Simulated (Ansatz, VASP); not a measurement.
## Ga18N17 (V_N): VASP beside Ansatz

One calculation is typed for both programs; each brings its own data sets. How far apart do they land? Of the first pair: The cell is taken from a series of runs on this material, whose earlier steps may have relaxed, scaled, displaced or heated it; both programs get it as it stands.

Main program and level: Ansatz 0.2.0; plane waves, with VASP 6.6.1 beside it; r2SCAN.

### Step 1. The starting structure

The cell holds 35 atoms: 18 Ga and 17 N. Cell: a = 6.361 Å, b = 9.542 Å, c = 9.542 Å, α = 60.0°, β = 60.0°, γ = 60.0°. It derives from GaN (GaN (F-43m)). Nearest the centre at fractional (0.625, 0.417, 0.417): Ga5 at 1.95 Å, Ga14 at 1.97 Å, Ga15 at 1.98 Å, Ga17 at 1.99 Å, N20 at 3.15 Å, N22 at 3.16 Å, N29 at 3.16 Å, N32 at 3.16 Å. The cell carries charge +1.

Structure file:

```xyz
35
Lattice="0.0000 4.4982 4.4982 6.7473 0.0000 6.7473 6.7473 6.7473 0.0000" Properties=species:S:1:pos:R:3 pbc="T T T"
Ga    6.7479   11.2376    4.4992
Ga    2.2430    2.2408    0.0082
Ga    4.5021    8.9972    4.4955
Ga    8.9903    6.7466    2.2497
Ga    4.5002    2.2474    2.2562
Ga    6.7517    8.9932    6.7300
Ga   11.2494   11.2340    9.0061
Ga    6.7517    6.7212    9.0021
Ga    9.0021    8.9865    8.9954
Ga    0.0120    2.2421    2.2509
Ga    2.2613    4.4788    2.2569
Ga   11.2456    6.7395    8.9832
Ga    2.2613    2.2481    4.4877
Ga    4.4869    4.4763    4.4852
Ga    6.7619    6.7602    4.4720
Ga   11.2456    8.9744    6.7484
Ga    6.7619    4.4631    6.7690
Ga    9.0053    6.7293    6.7382
N     1.1267    1.1186    1.1275
N     3.3948    3.3515    1.1186
N     5.6272    5.6145    1.1244
N     3.3948    1.1098    3.3603
N     5.6385    3.3627    3.3716
N     7.8598    5.6103    3.3861
N     5.6272    1.1155    5.6233
N     7.8598    3.3772    5.6192
N    10.1273    5.6096    5.6184
N     1.1348    3.3671    3.3759
N     3.3821    5.6306    3.3914
N     5.6206    7.8581    3.3780
N     3.3821    3.3826    5.6394
N     7.8720    7.8458    5.6085
N     5.6206    3.3691    7.8669
N     7.8720    5.5997    7.8546
N    10.1159    7.8602    7.8690
```

### Step 2. VASP: single point, r2SCAN, pair 1

A single point takes one fixed geometry, so differences don't come from the geometry; what else differs is listed under the comparison.

Lines of VASP's logs that name or quote its potential files are left out, and so is its time.

Contents of INCAR:

```
SYSTEM = Ga18N17
PREC = Accurate
ENCUT = 580
EDIFF = 1E-06
NELM = 120
ISMEAR = -1
SIGMA = 0.01
LREAL = Auto
ALGO = Normal
METAGGA = R2SCAN
LASPH = .TRUE.
NELECT = 318
NBANDS = 184
LORBIT = 11
LWAVE = .FALSE.
LCHARG = .FALSE.
ISIF = 2
ISYM = 0
GGA_COMPAT = .FALSE.
EFERMI = MIDGAP
LMIXTAU = .TRUE.
KPAR = 4
```

Contents of POSCAR:

```
Ga18N17
1.0
    0.0000000000      4.4981938865      4.4981938865
    6.7472908298      0.0000000000      6.7472908298
    6.7472908298      6.7472908298      0.0000000000
Ga N
18 17
Direct
    0.9991745574      0.0007010341      0.9993883903
    0.0006700899      0.0007667955      0.3316623688
    0.9993666112      0.0000294840      0.6672160979
    0.0006700899      0.3329750125      0.9994541517
    0.0003858765      0.3341356791      0.3328230353
    0.9972357326      0.3326192677      0.6680372105
    0.9993666112      0.6685287417      0.9987168402
    0.9972357326      0.6693498543      0.3313066240
    0.9981620665      0.6677429816      0.6664303379
    0.4980880374      0.0015452113      0.0002325675
    0.4973646222      0.0029196986      0.3322162227
    0.4976691152      0.9996058006      0.6670724141
    0.4973646222      0.3335288664      0.0016070548
    0.4973764610      0.3331544240      0.3318417802
    0.4968882010      0.3315247379      0.6706471626
    0.4976691152      0.6683850579      0.9982931568
    0.4968882010      0.6719598064      0.3302120941
    0.4959891429      0.6679864447      0.6666738009
    0.1244238839      0.0841482590      0.0828356152
    0.1195192132      0.0861079296      0.4170321749
    0.1235721714      0.0842641295      0.7497228957
    0.1195192132      0.4183448187      0.0847952859
    0.1217969316      0.4184919129      0.4171792691
    0.1263384400      0.4176160893      0.7472706096
    0.1235721714      0.7510355395      0.0829514858
    0.1263384400      0.7485832534      0.4163034455
    0.1223440204      0.7511315044      0.7498188606
    0.6233932979      0.0847459006      0.0834332568
    0.6269060943      0.0846984355      0.4165554949
    0.6241934750      0.0845123402      0.7484985972
    0.6269060943      0.4178681386      0.0833857918
    0.6205021656      0.4175576264      0.7491342940
    0.6241934750      0.7498112410      0.0831996964
    0.6205021656      0.7504469378      0.4162449826
    0.6239426947      0.7502860425      0.7489733987
```

Contents of KPOINTS:

```
Points of the shifted mesh
8
Reciprocal
 0.2500000000  0.2500000000  0.2500000000 1
 0.2500000000  0.2500000000  0.7500000000 1
 0.2500000000  0.7500000000  0.2500000000 1
 0.2500000000  0.7500000000  0.7500000000 1
 0.7500000000  0.2500000000  0.2500000000 1
 0.7500000000  0.2500000000  0.7500000000 1
 0.7500000000  0.7500000000  0.2500000000 1
 0.7500000000  0.7500000000  0.7500000000 1
```

The projector-augmented-wave data sets are Ga_d and N (PBE family, release 64).

Command:

```sh
$ mpirun -np 4 vasp_std
```

Numbers of over 12 decimals in the logs are rounded to 6 here.

The program printed:

```text
[banner, memory and clock lines left out]
running    4 mpi-ranks, on    1 nodes
[...]
|                                                                             |
|               ----> ADVICE to this user running VASP <----                  |
|                                                                             |
|     You enforced a specific xc type in the INCAR file but a different       |
|     [... a line on the potential file left out ...]
|     I HOPE YOU KNOW WHAT YOU ARE DOING!                                     |
|                                                                             |

 LDA part: xc-table for (None), standard interpolation
 POSCAR, INCAR and KPOINTS ok, starting setup
[...]
entering main loop
       N       E                     dE             d eps       ncg     rms          rms(c)
DAV:   1     0.585080225337E+04    0.58508E+04   -0.12986E+05  3152   0.353E+03
DAV:   2     0.119720983258E+04   -0.46536E+04   -0.44076E+04  2944   0.105E+03
[...]
DAV:   5    -0.472989929692E+03   -0.23134E+02   -0.22987E+02  4768   0.447E+01BRMIX: very serious problems
 the old and the new charge density differ
 old charge density:   319.00000 new  318.00000
BRMIX: very serious problems
 the old and the new charge density differ
 old charge density:   319.00000 new  318.00000
BRMIX: very serious problems
 the old and the new charge density differ
 old charge density:   319.00000 new  318.00000
BRMIX: very serious problems
 the old and the new charge density differ
 old charge density:   319.00000 new  318.00000
    0.296E+01
DAV:   6    -0.409846736893E+03    0.63143E+02   -0.11107E+02  4648   0.612E+01    0.960E+00
DAV:   7    -0.386197026888E+03    0.23650E+02   -0.23461E+01  3304   0.167E+01    0.660E+00
DAV:   8    -0.404820104192E+03   -0.18623E+02   -0.11592E+01  3296   0.320E+01    0.348E+00
DAV:   9    -0.385302238718E+03    0.19518E+02   -0.44934E+00  3192   0.125E+01    0.143E+00
[...]
DAV:  20    -0.388482555217E+03   -0.16830E-03   -0.64133E-05  4176   0.628E-02    0.380E-03
DAV:  21    -0.388482570496E+03   -0.15279E-04   -0.43406E-05  3264   0.399E-02    0.215E-03
DAV:  22    -0.388482570403E+03    0.93540E-07   -0.20974E-06  2056   0.117E-02
   1 F= -.38848257E+03 E0= -.38848257E+03  d E =0.000000E+00
```

From OUTCAR (step 2):

```text
  Total       -9.4002909     -9.8478793     -9.8280741     -0.0310365     -0.7149570     -0.0219140
  in kB      -36.7726435    -38.5235475    -38.4460723     -0.1214104     -2.7968131     -0.0857247
  external PRESSURE =     -37.9140878 kB  Pullay stress =       0.0000000 kB

 POSITION                                       TOTAL-FORCE (eV/Angst)
 -----------------------------------------------------------------------------------
      6.74789     11.23765      4.49921         0.034154      0.022066      0.026092
      2.24300      2.24084      0.00819        -0.020160      0.049433      0.034090
      4.50210      8.99725      4.49554         0.057878     -0.027348      0.005207
      8.99029      6.74662      2.24969        -0.025206      0.029968      0.050429
      4.50016      2.24739      2.25625        -0.021978     -0.064765     -0.073016
      6.75172      8.99320      6.73004         0.049722      0.003573      0.035677
     11.24939     11.23398      9.00610         0.058855     -0.001632     -0.020543
      6.75172      6.72118      9.00206         0.054529      0.032502      0.004738
      9.00206      8.98653      8.99538         0.020973      0.012225      0.009202
      0.01200      2.24207      2.25092        -0.010786     -0.001951      0.003719
      2.26126      4.47880      2.25694         0.006926      0.008668     -0.028853
     11.24556      6.73954      8.98324         0.068025      0.039065      0.063106
      2.26126      2.24809      4.48766         0.007738     -0.024561      0.005313
      4.48692      4.47633      4.48519         0.020634      0.055992      0.055924
[...]
-----------------------------------------------------------------------------------
    total drift:                               -0.064595      0.037388      0.101808

  FREE ENERGIE OF THE ION-ELECTRON SYSTEM (eV)
  ---------------------------------------------------
  free  energy   TOTEN  =      -388.4825704028 eV

  energy  without entropy=     -388.4825704028  energy(sigma->0) =     -388.48257040

[... 3 further parts left out ...]
[key lines of the parts left out:]
E-fermi :   6.3200
```

The run ends at a pressure of -3.79 GPa, with forces up to 0.27 eV/Å.

### Step 3. Ansatz: single point, r2SCAN, pair 1

Ansatz runs on its PAW soft_1 files.

The same cell, functional, mesh and smearing now go to Ansatz.

Contents of input.yaml:

```yaml
crystal:
  checkpoint: "../qp1.relax.run"
  host: checkpoint
total_charge: 1
basis:
  ecutwfc: 500
  xc_grid: 2
hamiltonian:
  xc: r2scan
  pseudopotentials: { kind: paw, azcp: { folder: soft_1 } }
kpoints:
  mp_grid: { grid: [2, 2, 2], shift: [0.5, 0.5, 0.5] }
scf:
  occupations: { method: fermi_dirac, width: 0.01 }
  max_iter: 100
output:
  forces: true
  eigenvalues: true
  charged_corrections:
    epsilon: 6.0
    static_epsilon: 10.56
    defect_position: [0.625, 0.416667, 0.416667]
  eigenstates: { localisation: true }
  populations: true
  band_densities: [{ bands: [v1, v1] }, { bands: [c1, c1] }]
  write_density: true
  write_potential: true
  volumetric_format: npy
  elf: true
checkpoint:
  read: "../qp1.relax.run"
  write: "../qp1.point.run"
  compress: false
  write_wavefunctions: false
  write_every: 100000
```

Command:

```sh
$ ansatz run input.yaml --threads 4 --pin off --max-ram 7536MiB --backend cpu --events-out ev --progress --plain --runs-dir out
```

The program printed:

```text
crystal.checkpoint: the structure is that of <dir>, a `relax` run, at its step 7: its result, under r2scan at a charge of 1 e; 35 atoms read, 0 with a starting moment; crystal.structure_sha256 for this input is
Engine: ansatz 0.2.0, aarch64-unknown-linux-gnu
Pseudopotentials: kind: paw
Pseudopotential: Ga, paw, valence charge 13, recommended cutoff 500 eV (meta_gga), soft_1/Ga.paw.azcp
Pseudopotential: N, paw, valence charge 5, recommended cutoff 500 eV (meta_gga), soft_1/N.paw.azcp
Functional definition: r2SCAN
  parameter k0 = 0.174
  parameter k1 = 0.065
  parameter a1 = 4.9479
  exchange = r2scan_x(k0 = k0, k1 = k1, a1 = a1)
  correlation = r2scan_c
Crystal: 35 atoms, lattice volume = 409.569 Å³
Basis set: ecut = 500 eV, 10411 PW (Γ), exchange–correlation on 96×144×144 points (8 copies of the dense FFT grid, shifted against one another)
Bands: 194, of which v1, the nominal top of the filled ones, is band 159 counted from 1 (158 counted from 0)
Symmetry: 1 space group operations
Space group: P1 (ITA 1), of the structure as read, at distance tolerance 7.4e-5 Å
k-points: 4 of 8 (time reversal used)
Non-local potential: Ga, projectors of the file, l = 0: 2, l = 1: 2, l = 2: 3, l = 3: 1
Non-local potential: N, projectors of the file, l = 0: 2, l = 1: 2, l = 2: 1
PAW form: soft (Blöchl's): semilocal exchange-correlation on the pseudo side does not see the compensation charge
PAW frozen core: Ga, regenerated for the run's functional (the file was generated under x = pbe(κ = 0.804, μ = 0.219515), c = pbe(β = 0.066725))
PAW frozen core: N, regenerated for the run's functional (the file was generated under x = pbe(κ = 0.804, μ = 0.219515), c = pbe(β = 0.066725))
PAW one-centre angular grid: Ga, 590 points (default); XC on 160 Gauss nodes
PAW one-centre angular grid: N, 302 points (default); XC on 160 Gauss nodes
Initial density: read from a saved state, or passed on in memory by an earlier SCF of this step, an earlier step, the calling program or the single point that the run made first
Initial wavefunctions: pseudopotential atomic-orbital guess — the wavefunctions supplied were not used: k-point sampling differs
Functional: x = r2scan, c = r2scan; τ floored in thin density (d = 2e-4 eV/Å³)
iter 1 solved again at ethr=8.91e-6 eV; its pass at ethr=3.10e-3 eV (dr2=2.83e-2 eV) is discarded
SCF iter   1: F=—  HF=-74797.784412 eV  |F-HF|=—  |Δ(HF+E_count)|=         —  Δρ=3.52e-3  dr2=2.80e-2  dr2_τ=1.39e-3  ethr=8.91e-6  ⟨swp⟩=5.2  Hψ=4340  notcnv=0
preconditioner: auto → Resta (q_TF=auto, 2.616 Å⁻¹)  ε∞=4.6  [insulator: Δε(μ)=2.887 eV  Ē_g=17.245 eV  σ=0.010 eV  W_gap=1.00  n_scr=120 (ndim 8)  ℏωp=32.7 eV  f_vac=0.001  D(μ)=0.00/eV (n_scr^D=0)  ε∞_Penn≈4.6]
SCF iter   2: F=—  HF=-74797.782122 eV  |F-HF|=—  |Δ(HF+E_count)|=   2.29e-3  Δρ=1.87e-3  dr2=6.09e-3  dr2_τ=4.34e-4  ethr=8.82e-6  ⟨swp⟩=2.0  Hψ=1057  notcnv=0
SCF iter   3: F=—  HF=-74797.782392 eV  |F-HF|=—  |Δ(HF+E_count)|=   2.70e-4  Δρ=5.92e-4  dr2=1.07e-3  dr2_τ=1.41e-4  ethr=1.91e-6  ⟨swp⟩=3.0  Hψ=1552  notcnv=0
SCF iter   4: F=—  HF=-74797.782464 eV  |F-HF|=—  |Δ(HF+E_count)|=   7.22e-5  Δρ=1.27e-4  dr2=6.21e-5  dr2_τ=1.30e-6  ethr=3.37e-7  ⟨swp⟩=2.0  Hψ=962  notcnv=0
SCF iter   5: F=—  HF=-74797.782508 eV  |F-HF|=—  |Δ(HF+E_count)|=   4.32e-5  Δρ=5.93e-5  dr2=1.04e-5  dr2_τ=4.00e-7  ethr=1.95e-8  ⟨swp⟩=2.0  Hψ=1408  notcnv=0
SCF iter   6: F=—  HF=-74797.782500 eV  |F-HF|=—  |Δ(HF+E_count)|=   7.24e-6  Δρ=1.54e-5  dr2=8.04e-7  dr2_τ=5.86e-8  ethr=3.28e-9  ⟨swp⟩=2.0  Hψ=1412  notcnv=0
SCF iter   7: F=—  HF=-74797.782500 eV  |F-HF|=—  |Δ(HF+E_count)|=   7.16e-8  Δρ=6.33e-6  dr2=1.49e-7  dr2_τ=2.46e-8  ethr=3.14e-11  ⟨swp⟩=10.0  Hψ=5001  notcnv=0
SCF iter   8: F=-74797.782501 eV  HF=-74797.782500 eV  |F-HF|=3.27e-9  |Δ(HF+E_count)|=   1.19e-8  Δρ=1.73e-6  dr2=9.82e-9  dr2_τ=5.09e-10  ethr=3.14e-11  ⟨swp⟩=8.0  Hψ=4417  notcnv=0
SCF 1 converged in 8 iterations: F = -74797.782501 eV  dr2 = 9.82e-9
  greatest PAW one-centre occupation: 0.994 electrons in one spin orbital (limit 2), on the Ga atom at site 31 (counted from 0), in its partial waves of l = 2
SCF converged after 8 iterations
Free energy (F): -74797.782501 eV
Harris-Foulkes:  -74797.782500 eV  (|F-HF|=3.27e-9)
Internal energy: -74797.782501 eV  (E = F + TS)
E sigma→0 (E₀):  -74797.782501 eV
Fermi energy:    10.654877 eV
--- Per-component energies (eV) ---
  E_band       = -356.278841
  E_kinetic    = 4178.521719
  E_local      = -25668.951434  (includes V_loc(G=0)·N_el)
  E_nonlocal   = -994.991670
  E_hartree    = 16259.666998
  E_xc         = -2013.614466
  E_vxc        = -2419.065239  (∫ρ·V_xc dr)
  E_paw        = -38407.202848  (= ΣΔE_a)
  E_vpaw       = -8102.985463  (= ΣTr[D̂ρ^β])
  E_aug_tail   = 0.000335  (compensation charges beyond the density's cutoff)
  E_vtau       = 131.859908  (kinetic-family band-sum trace: ∫τ·v_τ [+ j·A + Jᵃ·Aᵃ] dr)
[...]
--- Band table (eV) ---
  k-point 0: bands = [... 155 lower, 8.5291, 8.7761, 8.8862, 9.0355, 12.2503, 12.7032, 12.9078, 12.9889, ... 31 higher]
  k-point 1: bands = [... 155 lower, 8.3965, 8.6384, 8.8465, 9.2087, 12.0969, 12.4859, 12.7426, 13.5967, ... 31 higher]
  k-point 2: bands = [... 155 lower, 8.3965, 8.6384, 8.8464, 9.2087, 12.0970, 12.4858, 12.7426, 13.5966, ... 31 higher]
  k-point 3: bands = [... 155 lower, 8.4356, 8.6078, 8.6223, 9.2089, 12.1651, 12.6470, 12.6950, 13.6790, ... 31 higher]
--- Löwdin populations: 35 sites ---
  site symbol       q [e]
     0     Ga     12.1441
     1      N      5.7917
     2     Ga     12.1411
     3      N      5.7792
     4     Ga     12.1427
     5      N      5.7924
     6     Ga     12.1411
     7      N      5.7791
     8     Ga     12.3112
     9      N      5.7642
    10     Ga     12.1413
    11      N      5.7794
    12     Ga     12.1427
    13      N      5.7924
    14     Ga     12.1413
    15      N      5.7794
    16     Ga     12.1412
    17      N      5.7920
    18     Ga     12.1445
    19      N      5.7895
    20     Ga     12.1478
    21      N      5.7760
    22     Ga     12.1422
    23      N      5.7797
[...]
27     Ga     12.2899
    28      N      5.7769
    29     Ga     12.1422
    30      N      5.7797
    31     Ga     12.2898
    32      N      5.7769
    33     Ga     12.1435
    34      N      5.7896
  spilling = 0.001588 (of n_electrons = 318.000000)
--- Band densities, each state counted as filled ---
  window                                       electrons  max residual (eV)  cut levels
  bands: [v1, v1]                               2.000000             3.3e-9           0
  bands: [c1, c1]                               2.000000             4.6e-4           0
```

### Step 4. Comparison

Known differences besides the potentials themselves: VASP keeps PBE cores, Ansatz makes them for the functional; the cutoff is 500 eV in Ansatz and 580 eV in VASP (PREC = Accurate, projectors in real space). Total energies have different zeros and are not compared.

Compared:

```
              quantity  Ansatz   VASP  difference
gap on the k mesh (eV)   2.888  2.877      +0.011
```

Forces on 10 of the 35 atoms, those with the largest forces and the largest differences (eV/Å; atoms numbered as in POSCAR):

```
atom          Ansatz x, y, z            VASP x, y, z
 Ga5  -0.071, -0.037, -0.038  -0.022, -0.065, -0.073
Ga15  -0.017, -0.018, -0.054  -0.060, -0.052, -0.020
Ga17  -0.017, -0.052, -0.017  -0.057, -0.019, -0.047
 N20    -0.028, 0.062, 0.086    -0.032, 0.064, 0.075
 N24   0.034, -0.070, -0.105   0.040, -0.078, -0.111
 N26   0.035, -0.107, -0.071   0.040, -0.112, -0.076
 N29   0.033, -0.190, -0.181   0.031, -0.185, -0.188
 N31   0.034, -0.180, -0.189   0.033, -0.187, -0.187
 N32     0.005, 0.160, 0.210     0.014, 0.166, 0.213
 N34     0.004, 0.209, 0.159     0.011, 0.216, 0.164
```

The forces differ by 13 meV/Å r.m.s., which is 20.0 % of the r.m.s. force of 0.066 eV/Å (both taken over all components). A gap on the mesh is an upper bound, since the band edges may lie between its points. The cell carries a charge of +1 e against a uniform background, so its pressure also hangs on how the neutralising background is counted, and in a defect's cell a gap may be the spacing between its levels.

[end of part 1 of 2]

[Lines on the potential files, build, host, timing and source positions are cut from VASP's logs without a mark.]

[Logs are printed without paths, hosts, clocks, repeated set-up lines and the standing remarks that a program may print on its own settings, such as how far it seeks lower states.]

[Hosts, paths, dates, database ids (printed as entryN), source tags and the programs' standing remarks are cut or masked in the printed files.]
